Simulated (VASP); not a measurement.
ZnCu:

```
Zn Cu
1.0
     2.94500    0.00000    0.00000
     0.00000    2.94500    0.00000
     0.00000    0.00000    2.94500
Zn Cu
1 1
Direct
  0.50000 0.50000 0.50000
  0.00000 0.00000 0.00000
```

| Property | Result |
| --- | --- |
| Program | VASP 6.6.1 |
| Task | single point |
| Functional | PBE |
| Potentials or basis | VASP PAW PBE potentials, release 64 (Zn, Cu) |
| Cutoff | 520 eV |
| k mesh | 9 × 9 × 9 |
| Occupations | fermi-dirac, width 0.05 eV |
| Spin | no spin polarisation |

On this cell: pressure 3.1 GPa; largest force zero by symmetry; band gap on the k mesh none (metal or under the smearing width).

The same run follows on a disturbed copy (atoms moved at random, drawn with an rms of 0.05 Å):

```xyz
2
Lattice="2.9450 0.0000 0.0000 0.0000 2.9450 0.0000 0.0000 0.0000 2.9450" Properties=species:S:1:pos:R:3 pbc="T T T"
Zn    1.5052    1.4850    1.4586
Cu   -0.0672   -0.0266    0.0105
```

**Question.** What changes?

**Answer.** The energy (extrapolated to zero smearing) moves by +15.0 meV/atom; pressure 3.8 GPa; largest force 0.550 eV/Å; band gap on the k mesh none (metal or under the smearing width).

Forces on the atoms (eV/Å):
```
Zn  -0.496 -0.201  0.126
Cu   0.496  0.201 -0.126
```

Stress tensor (GPa, compression positive):
```
 3.43  0.44 -0.28
 0.44  3.93 -0.11
-0.28 -0.11  3.99
```
